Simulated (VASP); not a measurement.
# Ir: convergence, energy along a vibration (SMASS = -2)

Ir, atoms displaced along the mode, 2 atoms in the cell. LDA, energy along a line of displacements; PAW potentials Ir (LDA set). VASP 6.6.1.

Wanted: harmonic frequency within 1 %.

Mode: transverse mode at X.

POSCAR:
```
Ir
1.0
    1.9156000000      1.9156000000      0.0000000000
   -1.9156000000      1.9156000000      0.0000000000
    0.0000000000      0.0000000000      3.8312000000
Ir
2
Direct
   -0.0104405930      0.0104405930      0.0000000000
    0.5104405930      0.4895594070      0.5000000000

    0.0100000000   0.0000000000   0.0000000000
   -0.0100000000   0.0000000000   0.0000000000
```

The series start from k mesh: 7 × 7 × 5; Cutoff (eV): 280; Step along the mode (Å): 0.02; Electronic threshold (eV): 1e-7; Smearing width (eV): 0.15; Precision and projection: Accurate, reciprocal space. Each series keeps the choices made before it, and each single choice may use up half of a tolerance.

## k mesh

| k mesh | Harmonic frequency (THz) | Time (s) |
|---|---|---|
| 3 × 3 × 2 | 4.285 | 5.6 |
| 4 × 4 × 3 | 5.677 | 7.9 |
| 6 × 6 × 4 | 4.191 | 15 |
| 7 × 7 × 5 | 4.415 | 22 |
| 9 × 9 × 6 | 4.233 | 37 |
| 11 × 11 × 8 | 4.59 | 73 |
| 14 × 14 × 10 (reference) | 4.184 | 171 |

## Cutoff (eV)

| Cutoff (eV) | Harmonic frequency (THz) | Time (s) |
|---|---|---|
| 150 | 5.471 | 107 |
| 180 | 3.951 | 122 |
| 210 | 4.186 | 153 |
| 250 | 4.192 | 174 |
| 280 | 4.184 | 171 |
| 320 (reference) | 4.178 | 188 |

## Electronic threshold (eV)

| Electronic threshold (eV) | Harmonic frequency (THz) | Time (s) |
|---|---|---|
| 0.001 | 4.181 | 112 |
| 0.0001 | 4.186 | 118 |
| 1e-5 | 4.186 | 131 |
| 1e-6 | 4.186 | 183 |
| 1e-7 | 4.186 | 153 |
| 1e-8 (reference) | 4.186 | 224 |

## Smearing width (eV)

| Smearing width (eV) | Harmonic frequency (THz) | Time (s) |
|---|---|---|
| 0.4 | 4.351 | 147 |
| 0.3 | 4.307 | 136 |
| 0.2 | 4.22 | 107 |
| 0.15 | 4.181 | 112 |
| 0.1 (reference) | 4.169 | 102 |

## Precision and projection

| Precision and projection | Harmonic frequency (THz) | Time (s) |
|---|---|---|
| Accurate, reciprocal space | 4.181 | 112 |
| Normal, reciprocal space | 4.186 | 69 |
| Normal, Auto | 4.21 | 124 |

## Question

The rows run from the loosest to the tightest (no order: precision and projection). For each series: choose the loosest value from which every tighter one stays within half of the tolerance; where there is no order, keep the first row unless others stay within half of the tolerance and take at least 30 % less time, and then take the fastest.

## Answer

- k mesh: 14 × 14 × 10, the tightest run, since the next looser one is off by more than half of the tolerance (convergence isn't shown beyond it)
- Cutoff (eV): 210
- Electronic threshold (eV): 0.001
- Smearing width (eV): 0.15
- Precision and projection: Normal, reciprocal space

## All choices together

| Input | Harmonic frequency (THz) | Time (s) |
|---|---|---|
| defaults on a coarse mesh (naive) | 5.691 | 2.7 |
| chosen settings | 4.186 | 69 |
| reference settings throughout | 4.158 | 144 |

The chosen settings stay within the tolerance of the reference run, but the reference itself isn't shown to be converged in: k mesh.

## The input

INCAR:
```
  GGA = CA
  PREC = Normal
  ENCUT = 210
  EDIFF = 0.001
  ALGO = Normal
  LREAL = F
  LASPH = T
  ISMEAR = 1
  SIGMA = 0.15
  ISYM = 0
  LWAVE = F
  LCHARG = F
  IBRION = 0
  SMASS = -2
  POTIM = 1
  NSW = 9
  NELMIN = 4
  KPAR = 2
```

KPOINTS:
```
Automatic mesh
0
Gamma
  14 14 10
  0 0 0
```

Commands:
```
cat potpaw_LDA.64/Ir/POTCAR > POTCAR
mpirun -np 2 vasp_std > vasp.out
```

Limits: NELMIN = 4 forces that many electronic steps, so a loose EDIFF looks better here than it is.

The chosen input took VASP 6.6.1 69 s on 2 cores (Intel Xeon Platinum 8259CL @ 2.50GHz (Skylake/Cascade Lake)), a shared host.
